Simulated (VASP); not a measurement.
# A VASP 6.6.1 single-point calculation on BeTe

INCAR

```
PREC = Accurate
LWAVE = .FALSE.
NBANDS = 11
SIGMA = 0.02
NELM = 120
LCHARG = .FALSE.
NSW = 0
IBRION = -1
LASPH = .TRUE.
ISMEAR = -1
ISIF = 2
ENCUT = 520
GGA = PE
EDIFF = 1E-6
LREAL = .FALSE.
```

KPOINTS

```
KPOINTS created by Atomic Simulation Environment
0
Gamma
10 10 10
0 0 0
```

POSCAR

```
Be Te
 1.0000000000000000
     0.0000000000000000    2.7154786804000000    2.9110173751000001
     2.7154786804000000    0.0000000000000000    2.9110173751000001
     2.7154786804000000    2.7154786804000000    0.0000000000000000
 Be  Te
   1   1
Cartesian
  0.0000000000000000  0.0000000000000000  0.0000000000000000
  1.3577393402000000  1.3577393402000000  1.4555086875500001
```

The recommended PBE PAW datasets give the neutral cell 8 valence electrons.

Command

```
mpirun -np 1 vasp_std
```

OSZICAR

```
N       E                     dE             d eps       ncg     rms          rms(c)
DAV:   1     0.185794241208E+02    0.18579E+02   -0.32834E+03  2244   0.585E+02
DAV:   2    -0.664811921661E+01   -0.25228E+02   -0.24241E+02  2896   0.930E+01
DAV:   3    -0.771808350943E+01   -0.10700E+01   -0.10679E+01  2980   0.200E+01
DAV:   4    -0.772867890445E+01   -0.10595E-01   -0.10594E-01  2730   0.225E+00
DAV:   5    -0.772887885628E+01   -0.19995E-03   -0.19995E-03  2880   0.297E-01    0.440E+00
DAV:   6    -0.760277164476E+01    0.12611E+00   -0.15296E-01  2613   0.160E+00    0.263E+00
DAV:   7    -0.756612424441E+01    0.36647E-01   -0.11776E-01  2736   0.151E+00    0.543E-01
DAV:   8    -0.756664853090E+01   -0.52429E-03   -0.68346E-03  2574   0.481E-01    0.879E-02
DAV:   9    -0.756689045695E+01   -0.24193E-03   -0.35787E-04  2797   0.112E-01    0.343E-02
DAV:  10    -0.756694988534E+01   -0.59428E-04   -0.77861E-05  2475   0.460E-02    0.172E-02
DAV:  11    -0.756695109496E+01   -0.12096E-05   -0.24383E-06  2932   0.894E-03    0.127E-02
DAV:  12    -0.756695318466E+01   -0.20897E-05   -0.48068E-06  2421   0.130E-02    0.968E-03
DAV:  13    -0.756695330080E+01   -0.11614E-06   -0.41814E-08  1747   0.151E-03
   1 F= -.75669533E+01 E0= -.75669533E+01  d E =-.200687E-11
```

From OUTCAR

```
k-points           NKPTS =    102   k-points in BZ     NKDIM =    102   number of bands    NBANDS=     11

   NELECT =       8.0000    total number of electrons

   dimension x,y,z NGX =    30 NGY =   30 NGZ =   30
   dimension x,y,z NGXF=    60 NGYF=   60 NGZF=   60

  energy-cutoff  :      520.00
  volume of cell :       42.93
      direct lattice vectors                 reciprocal lattice vectors
     0.000000000  2.715478680  2.911017375    -0.184129599  0.184129599  0.171761256
     2.715478680  0.000000000  2.911017375     0.184129599 -0.184129599  0.171761256
     2.715478680  2.715478680  0.000000000     0.184129599  0.184129599 -0.171761256

 k-points in reciprocal lattice and weights: KPOINTS created by Atomic Simulation Env
   0.00000000  0.00000000  0.00000000       0.001
   0.10000000  0.00000000  0.00000000       0.008
   0.20000000  0.00000000  0.00000000       0.008
   0.30000000 -0.00000000  0.00000000       0.008
   0.40000000 -0.00000000  0.00000000       0.008
   0.50000000  0.00000000  0.00000000       0.004
   0.10000000  0.10000000  0.00000000       0.002
   0.20000000  0.10000000  0.00000000       0.008
   ...

 E-fermi :   6.1059

 k-point     1 :       0.0000    0.0000    0.0000
  band No.  band energies     occupation
      1      -7.0119      2.00000
      2       5.2526      2.00000
      3       5.6942      2.00000
      4       5.6942      2.00000
      5       9.1042      0.00000
      6       9.1042      0.00000
      7       9.2550      0.00000
      8       9.6255      0.00000
      9      13.9411      0.00000
     10      15.0598      0.00000
     11      15.8763      0.00000

 k-point     2 :       0.1000    0.0000    0.0000
  band No.  band energies     occupation
      1      -6.9109      2.00000
      2       4.5501      2.00000
      3       5.2457      2.00000
      4       5.5483      2.00000
      5       9.1095      0.00000
      6       9.3511      0.00000
      7       9.5014      0.00000
      8      10.4895      0.00000
      9      14.2116      0.00000
     10      14.4718      0.00000
     11      15.6403      0.00000

 k-point     3 :       0.2000    0.0000    0.0000
  band No.  band energies     occupation
      1      -6.6214      2.00000
      2       2.9113      2.00000
      3       4.8011      2.00000
      4       5.2389      2.00000
      5       8.9386      0.00000
      6       9.8744      0.00000
      7       9.9237      0.00000
      8      12.0838      0.00000
      9      14.0995      0.00000
     10      14.8210      0.00000
     11      14.9147      0.00000

 k-point     4 :       0.3000   -0.0000    0.0000
  band No.  band energies     occupation
      1      -6.1951      2.00000
      2       1.3515      2.00000
      3       4.3980      2.00000
      4       4.9431      2.00000
      5       8.7328      0.00000
      6      10.1383      0.00000
      7      10.2649      0.00000
      8      13.2752      0.00000
      9      14.4740      0.00000
     10      14.9933      0.00000
     11      15.3001      0.00000

 k-point     5 :       0.4000   -0.0000    0.0000
  band No.  band energies     occupation
      1      -5.7606      2.00000
      2       0.2010      2.00000
      3       4.1272      2.00000
      4       4.7466      2.00000
      5       8.5823      0.00000
      6      10.1400      0.00000
      7      10.3637      0.00000
      8      13.4558      0.00000
      9      15.5350      0.00000
     10      15.9231      0.00000
     11      16.5874      0.00000

 ...

  Total        1.4321183      1.4321183      0.1182539      0.0000000      0.0000000      0.0000000
  in kB       53.4468215     53.4468215      4.4132495      0.0000000      0.0000000      0.0000000
  external PRESSURE =      37.1022975 kB  Pullay stress =       0.0000000 kB

 POSITION                                       TOTAL-FORCE (eV/Angst)
 -----------------------------------------------------------------------------------
      0.00000      0.00000      0.00000        -0.000000     -0.000000      0.000000
      1.35774      1.35774      1.45551         0.000000      0.000000     -0.000000
 -----------------------------------------------------------------------------------
    total drift:                                0.000000      0.000000      0.000000

  FREE ENERGIE OF THE ION-ELECTRON SYSTEM (eV)
  ---------------------------------------------------
  free  energy   TOTEN  =        -7.5669533008 eV

  energy  without entropy=       -7.5669533008  energy(sigma->0) =       -7.56695330
```

It converged. Results: gap between bands v and c on the k mesh 1.57 eV; least direct gap on the k mesh 3.41 eV; pressure 3.7 GPa. Band v is the last that the valence electrons fill when counted band by band, and c is the next.

For comparison, a separate PBE run of the intended cell, on usual settings and not on those above, gives a gap of 1.57 eV on its mesh and a pressure of 3.7 GPa.

The run above took about 32 s on one core of a shared host (Intel Xeon Platinum 8488C) and held 0.2 GiB at most.
